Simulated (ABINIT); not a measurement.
The system is PbSe (Clausthalite).

```
CELL_PARAMETERS angstrom
0.00000 3.06065 3.06065
3.06065 0.00000 3.06065
3.06065 3.06065 0.00000
ATOMIC_POSITIONS crystal
Pb 0.00000 0.00000 0.00000
Se 0.50000 0.50000 0.50000
```

Base run:

| Property | Result |
| --- | --- |
| Program | ABINIT 10.8.3 (patched build) |
| Functional | PBE |
| Potentials or basis | SG15 NC PBE v1.2 |
| Cutoff | 490 eV |
| k mesh | 6 × 6 × 6 |
| Occupations | fixed |
| Spin | no spin polarisation |

Its results: band gap on the k mesh 0.28 eV, direct; pressure 2.4 GPa.

Problem. The run is repeated on the same cell with these changes: functional from PBE to PBE0. What comes out?

Solution. Band gap on the k mesh 1.13 eV, direct; pressure 0.2 GPa.

PBE0 gives the wider gap, since exact exchange removes part of the self-interaction.

Caveats: spin-orbit coupling is left out, which as a rule narrows the gap of such compounds by several tenths of an eV; the potentials were made for another functional, which shifts forces and pressure (some runs).

A k mesh can miss the band edges.
